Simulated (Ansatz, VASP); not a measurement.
# Two plane-wave programs on Ga

```xyz
2
Lattice="2.9762 0.0000 0.0000 -1.4881 2.5775 0.0000 0.0000 0.0000 4.6982" Properties=species:S:1:pos:R:3 pbc="T T T"
Ga    0.0000    1.7183    1.1746
Ga    1.4881    0.8592    3.5237
```

Alike in both runs: functional r2SCAN; k mesh 12 × 12 × 7; occupations fermi-dirac, width 0.1 eV; no spin polarisation.

Ansatz relaxed the structure, and its values are those at the end. VASP's run is a single point on that final structure, the one shown.

|  | VASP | Ansatz |
| --- | --- | --- |
| version | VASP 6.6.1 | Ansatz 0.2.0 |
| potentials or method | VASP PAW PBE potentials, release 64 (Ga_d) | plane waves (500 eV) with PAW, scalar-relativistic |
| plane-wave cutoff (eV) | 520 | 500 |
| valence electrons in the cell | 26 | 26 |

```csv
,VASP,Ansatz,Ansatz less VASP
pressure (GPa),0.1,0.0,-0.10
```

Caveats: the PAW data sets were made with another functional, which shifts forces and pressure a little (VASP).
